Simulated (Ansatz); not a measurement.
**Se, one cell by several methods**

```yaml
crystal:
  lattice:
    - [4.50482, 0.00000, 0.00000]
    - [-2.25241, 3.90129, 0.00000]
    - [0.00000, 0.00000, 4.97880]
  atoms:
    - { symbol: Se, position: [0.21789, 0.00000, 0.33333] }
    - { symbol: Se, position: [0.00000, 0.21789, 0.66667] }
    - { symbol: Se, position: [0.78211, 0.78211, 0.00000] }
```

Atom numbers follow the list: Se1, Se2, Se3.

The cell is the one relaxed in the Materials Project (mp-14), not relaxed further here; entries there can be hypothetical.

All numbers are computed: DFT, LDA, PAW with Ansatz's default frozen-core files, scalar-relativistic (Ansatz 0.2.0); DFT, LDA, all-electron PAW with datasets made for the crystal, scalar-relativistic (Ansatz 0.2.0); DFT, LDA, all-electron LAPW, scalar-relativistic (Ansatz 0.2.0).

For PAW: a Γ-centred 6×6×5 k mesh, Fermi–Dirac smearing of 0.01 eV, cutoff 420 eV, no spin polarisation; the PAW files were made with PBE, and the program remakes their frozen cores for this functional. The crystal-made all-electron datasets (AE datasets) take a cutoff of 200 eV at this cell. LAPW targets a basis error of 1 meV/atom. The Ansatz runs share mesh, smearing and spin set-up. Plane-wave (PAW) pressures include the program's estimate of the Pulay term.

Stress and pressure are positive in compression.

Levels count from the top of the valence band.

```json
{"quantity": "pressure (GPa)", "PAW": "-2.21", "AE datasets": "-2.21", "LAPW": "-2.20"}
{"quantity": "stress xx (GPa)", "PAW": "-2.38", "AE datasets": "-2.38", "LAPW": "-2.38"}
{"quantity": "stress zz (GPa)", "PAW": "-1.87", "AE datasets": "-1.86", "LAPW": "-1.86"}
{"quantity": "force on Se1, x (eV/Å)", "PAW": "0.071", "AE datasets": "0.070", "LAPW": "0.070"}
{"quantity": "band gap (eV)", "PAW": "?", "AE datasets": "1.007", "LAPW": "1.007"}
{"quantity": "highest filled level at L (eV)", "PAW": "0.000", "AE datasets": "0.000", "LAPW": "0.000"}
{"quantity": "lowest empty level at L (eV)", "PAW": "1.558", "AE datasets": "1.565", "LAPW": "1.565"}
{"quantity": "highest filled level at Γ (eV)", "PAW": "-0.323", "AE datasets": "-0.324", "LAPW": "-0.324"}
{"quantity": "lowest empty level at Γ (eV)", "PAW": "1.916", "AE datasets": "1.923", "LAPW": "1.923"}
{"quantity": "field gradient Vzz at Se1 (10²¹ V/m²)", "PAW": "?", "AE datasets": "?", "LAPW": "–"}
```

**Question.** What belongs in the row "field gradient Vzz at Se1 (10²¹ V/m²)", column "AE datasets"?

**Answer.** -53.01.

**Question.** Fill in "PAW" for the row "field gradient Vzz at Se1 (10²¹ V/m²)".

**Answer.** -52.42.

**Question.** Give the missing entry: row "band gap (eV)", column "PAW".

**Answer.** 0.998.
